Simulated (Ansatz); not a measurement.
**Zr3N4, one structure, two calculations**

Cell: an entry of the Crystallography Open Database (COD), its atoms then relaxed with PBE in this cell.

```cif
data_Zr3N4
_symmetry_space_group_name_H-M 'I-43d'
_symmetry_Int_Tables_number 220
_cell_length_a 6.7400
_cell_length_b 6.7400
_cell_length_c 6.7400
_cell_angle_alpha 90.000
_cell_angle_beta 90.000
_cell_angle_gamma 90.000
loop_
_atom_site_label
_atom_site_type_symbol
_atom_site_symmetry_multiplicity
_atom_site_Wyckoff_symbol
_atom_site_fract_x
_atom_site_fract_y
_atom_site_fract_z
Zr Zr 12 a 0.3750 0.0000 0.2500
N N 16 c 0.0687 0.0687 0.0687
```

One atom of each set is listed; the run and its k-mesh use a cell of 14 atoms with edges of 5.84, 5.84, 5.84 Å.

First run. All values are calculated (Ansatz; DFT, PBE, plane waves and PAW, scalar-relativistic, 420 eV cutoff, Γ-centred 6×6×6 k-points, Fermi–Dirac smearing 0.02 eV), not measured.

| site | V_zz (10²¹ V/m²) | η |
| --- | --- | --- |
| Zr | 9.98 | 0.00 |
| N | 0.57 | 0.00 |

Second run. The same atoms and settings, except that the functional is PBEsol.

Task: Given the first result, estimate the second.

Result: 

```json
{"site": "Zr", "V_zz": "9.97", "η": "0.00", "change of V_zz": "-0.01"}
{"site": "N", "V_zz": "0.55", "η": "0.00", "change of V_zz": "-0.02"}
```

No V_zz moves by more than 0.03. In per cent, |V_zz| changes by 0 on Zr, -4 on N (all sites that start above 0.5).

Without spin–orbit coupling (the program notes it for Zr) the gradients can shift somewhat, as the gap is small. With a gap of 0.7 eV on this mesh, small gradients can still move by 0.1 × 10²¹ V/m² or more as the k-mesh gets denser.
